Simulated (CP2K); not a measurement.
Runs of CP2K 2026.2 on N. Symmetry: P6_3/mmc, No. 194, hexagonal system. Conventional cell: a = 2.519 Å, b = 2.519 Å, c = 2.446 Å, α = 90.00°, β = 90.00°, γ = 120.00°. N (site symmetry -6m2) is surrounded by 6 N at 1.90 Å. The real solid is made of molecules; this cell is a model form.

```tsv
potentials or basis	quickstep method	MIXING ALPHA	basis sets	potentials	gap on the mesh (eV)	pressure (GPa)
all electrons (GAPW); pob-TZVP-rev2 basis	GAPW	0.2	N pob-TZVP-rev2	N ALL	none	(a)
GTH_POTENTIALS N GTH-PBE-q5; TZVP-MOLOPT-GTH basis	GPW	0.4	N TZVP-MOLOPT-GTH-q5	N GTH-PBE-q5 of GTH_POTENTIALS	none	10.3
all electrons (GAPW); pob-DZVP-rev2 basis	GAPW	0.2	N pob-DZVP-rev2	N ALL	none	10.0
GTH_POTENTIALS N GTH-PBE-q5; DZVP-MOLOPT-SR-GTH basis	GPW	0.4	N DZVP-MOLOPT-SR-GTH-q5	N GTH-PBE-q5 of GTH_POTENTIALS	none	10.3
POTENTIAL_UZH N GTH-PBE-q5; DZVP-MOLOPT-PBE-GTH basis	GPW	0.4	N DZVP-MOLOPT-PBE-GTH-q5	N GTH-PBE-q5 of POTENTIAL_UZH	none	11.0
```

Alike in all rows: task single point; level PBE; no spin polarisation; cell as given; k mesh 12 × 12 × 11; smearing fermi-dirac 0.05 eV.

**Question.** Fill in the values left out.

**Answer.** (a) 13.8.

Caveats: the basis of atomic orbitals isn't converged, which shifts pressures, moduli and gaps.

A gap of «none» marks a metal or a gap under the smearing width.

The runs don't all hold the same shells in valence.
